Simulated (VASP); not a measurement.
**AgBr: single point with PBE**

Crystal: AgBr.

```
CELL_PARAMETERS angstrom
0.00000 2.92145 2.92145
2.92145 0.00000 2.92145
2.92145 2.92145 0.00000
ATOMIC_POSITIONS crystal
Ag 0.00000 0.00000 0.00000
Br 0.50000 0.50000 0.50000
```

The cell isn't the ideal one: cell and atoms relaxed from 1.0 times the given volume, LAPW in place of PAW files.

- Program: VASP 6.6.1
- Task: single point
- Functional: PBE
- Potentials or basis: VASP PAW PBE potentials, release 64 (Ag, Br)
- Cutoff: 520 eV
- k mesh: 8 × 8 × 8
- Occupations: fermi-dirac, width 0.02 eV
- Spin: no spin polarisation

| Property | Result |
| --- | --- |
| Pressure | -0.1 GPa |
| Band gap on the k mesh | 0.69 eV, indirect (least direct gap 2.43 eV) |

Levels at points of the mesh, in eV from the valence-band top:
| k point | band 7 | band 8 | band 9 | band 10 | band 11 | band 12 |
| --- | --- | --- | --- | --- | --- | --- |
| (0.00, 0.00, 0.00) | -1.75 | -1.75 | -1.75 | 0.69 | 9.93 | 9.93 |
| (0.50, 0.00, 0.00) | -2.00 | 0.00 | 0.00 | 3.88 | 6.28 | 6.86 |
| (0.50, 0.50, 0.00) | -2.22 | -2.22 | -2.16 | 1.71 | 7.15 | 8.85 |

Run time: 15 s on 1 thread of Intel(R) Xeon(R) Platinum 8259CL CPU @ 2.50GHz (Skylake/Cascade Lake), on a shared host, peak memory 0.18 GiB.

A k mesh can miss the band edges.
